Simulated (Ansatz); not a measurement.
Crystal: MnS.

```
Mn S
1.0
     0.00000    2.60450    2.60450
     2.60450    0.00000    2.60450
     2.60450    2.60450    0.00000
Mn S
1 1
Direct
  0.00000 0.00000 0.00000
  0.50000 0.50000 0.50000
```

Alike in all runs: program Ansatz 0.2.0; functional PBE; potentials or basis Ansatz PAW; cutoff 420 eV (not typed: the program's choice for these potentials); k mesh 9 × 9 × 9; occupations fermi-dirac, width 0.05 eV.

Starts and where they ended:

```csv
start,free energy over the lowest (meV/atom),net moment (μB),site or absolute moments (μB),gap
no spin polarisation,1068.9,-,-,none (metal or under the smearing width)
"collinear spin, random start of up to 0.92 μB",0.0,4.71,Mn +4.21; S +0.15,none (metal or under the smearing width)
"collinear spin, ferromagnetic start of up to 4 μB",0.0,4.71,Mn +4.21; S +0.15,none (metal or under the smearing width)
```

Allowing spin polarisation gains 1069 meV/atom. A still lower state may exist.

Caveats: semilocal functionals often make such compounds metallic where correlation or magnetic order opens a gap, which also shifts bond lengths; a cell with one magnetic atom can't hold antiferromagnetic order, which such compounds often take (some runs).
